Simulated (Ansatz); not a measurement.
Consider the formal exchange of groups at a Ge–C bond: `N#[C][Ge]([F])([F])[F]` + `N#CCF` → `[F][Ge]([F])([F])[F]` + `N#CCC#N`.

Calculated with Ansatz (gas phase, PBE0-D4/def2-TZVP geometries, no zero-point term in ΔE). CCSD(T)/CBS is the MP2 limit (def2-TZVPP, def2-QZVPP) plus CCSD(T) − MP2 in def2-TZVPP, frozen cores. DFT in def2-TZVPP. B3LYP here is the variant with VWN-RPA as its local correlation; programs differ in this. For Ge outer-core shells are correlated without core-valence functions, which leaves a few kJ/mol of doubt a bond. Scalar relativity is left out up to krypton.

```
                 species  B3LYP-D4 energy (Eh)
`N#[C][Ge]([F])([F])[F]`           -2469.70897
                 `N#CCF`            -232.07855
  `[F][Ge]([F])([F])[F]`           -2476.75856
               `N#CCC#N`            -225.07528
```

**Question.** Work out ΔE.

**Answer.** ΔE = (-2476.75856) + (-225.07528) − (-2469.70897) − (-232.07855) = -0.04632 Eh = -29.1 kcal/mol. CCSD(T)/CBS gives -30.2 kcal/mol.

Largest T1 diagnostic among the species: 0.014.

From BLYP to BHLYP (50 % exact exchange), in def2-TZVPP and without D4, ΔE moves by −2.2 kcal/mol. Leaving LDA and LC-ωPBE aside and taking each functional with its dispersion term where it has one, the values, not all of them listed here, spread over 3.5 kcal/mol, from PBE-QIDH to BLYP-D4. LDA lies −1.5 kcal/mol from PBE without D4.
